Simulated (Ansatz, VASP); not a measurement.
# Two plane-wave programs on Te2Pt (Moncheite)

```
Te Pt
1.0
     4.03817    0.00000    0.00000
    -2.01909    3.49716    0.00000
     0.00000    0.00000    5.31094
Te Pt
2 1
Direct
  0.33333 0.66667 0.25685
  0.66667 0.33333 0.74315
  0.00000 0.00000 0.00000
```

Alike in both runs: task single point; functional PBE-based screened hybrid; k mesh 6 × 6 × 2; occupations fermi-dirac, width 0.02 eV; no spin polarisation.

```csv
,VASP,Ansatz
version,VASP 6.6.1,Ansatz 0.2.0
potentials or method,"VASP PAW PBE potentials, release 64 (Te, Pt)",plane waves
plane-wave cutoff (eV),520,420
valence electrons in the cell,22,50
```

VASP gave:

```
pressure (GPa)                                  : 1.7
largest component of the traceless stress (GPa) : 0.35
rms of the force components (eV/Å)              : 0.018
```

Task: What did Ansatz give for the same quantities?

Result: Pressure (GPa): 2.0; largest component of the traceless stress (GPa): 0.38; rms of the force components (eV/Å): 0.018.

Atom by atom the forces differ by 0.001 eV/Å (rms over components). The two sets of potentials don't hold the same shells in valence. Ansatz warned: «filled_band_counts_differ_across_k_points».

Caveats: the k mesh is coarse (spacing up to 0.59 Å⁻¹), so the values aren't converged; the PAW data sets were made with another functional, which shifts forces and pressure a little (VASP). Spin-orbit coupling is left out, which matters for the levels of Pt, Te.
